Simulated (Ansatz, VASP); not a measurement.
# NbAs in VASP and in Ansatz

File INCAR:

```
SYSTEM = NbAs
ALGO     = Normal         ! electronic algorithm
EDIFF    = 1E-8           ! SCF threshold, eV
ENCUT    = 520            ! plane-wave cutoff, eV
GGA      = CA             ! functional
ISIF     = 2              ! what is computed and relaxed
ISMEAR   = -1             ! smearing method
LASPH    = .TRUE.         ! aspherical terms in the spheres
LCHARG   = .FALSE.        ! write CHGCAR
LEFG     = .TRUE.       
LREAL    = .FALSE.        ! projectors in reciprocal space
LWAVE    = .FALSE.        ! write WAVECAR
NBANDS   = 16             ! bands
NELM     = 100            ! most SCF steps
PREC     = Accurate       ! precision mode
SIGMA    = 0.05           ! smearing width, eV
```

File KPOINTS:

```
k-points
0
G
  11 11 11
  0 0 0
```

POSCAR

```
NbAs
1.0
    0.0000000000      2.6019534278      2.6019534278
    2.6019534278      0.0000000000      2.6019534278
    2.6019534278      2.6019534278      0.0000000000
Nb As
1 1
Direct
    0.0000000000      0.0000000000      0.0000000000
    0.5000000000      0.5000000000      0.5000000000
```

Input for Ansatz:

```yaml
crystal:
  lattice:
    - [0.0, 2.6019534278, 2.6019534278]
    - [2.6019534278, 0.0, 2.6019534278]
    - [2.6019534278, 2.6019534278, 0.0]
  atoms:
    - { symbol: Nb, position: [0.0, 0.0, 0.0] }
    - { symbol: As, position: [0.5, 0.5, 0.5] }
kpoints:
  mp_grid: { grid: [11, 11, 11] }
scf:
  occupations: { method: fermi_dirac, width: 0.05 }
hamiltonian:
  xc: lda
  pseudopotentials: { kind: paw }
output:
  forces: true
  stress: true
  eigenvalues: true
  efg: { contact_densities: true }
```

Change from the starting cell: functional lda, volume scaled by 0.96, PAW files.

Alike in both runs: task electric field gradients; functional LDA; k mesh 11 × 11 × 11; occupations fermi-dirac, width 0.05 eV; no spin polarisation.

```csv
,VASP,Ansatz
version,VASP 6.6.1,Ansatz 0.2.0
potentials or method,"VASP PAW LDA potentials, release 64 (Nb_sv, As)","PAW with Ansatz's default frozen-core files, scalar-relativistic"
plane-wave cutoff (eV),520,420
valence electrons in the cell,18,28
```

|  | VASP | Ansatz | Ansatz less VASP |
| --- | --- | --- | --- |
| pressure (GPa) | -1.9 | -2.2 | -0.34 |
| Vzz of the field gradient on the site that differs most (V/Å²) | 0.0 | 0.0 | 0.00 |

The two sets of potentials don't hold the same shells in valence. Ansatz warned: «gradients_without_spin_orbit».
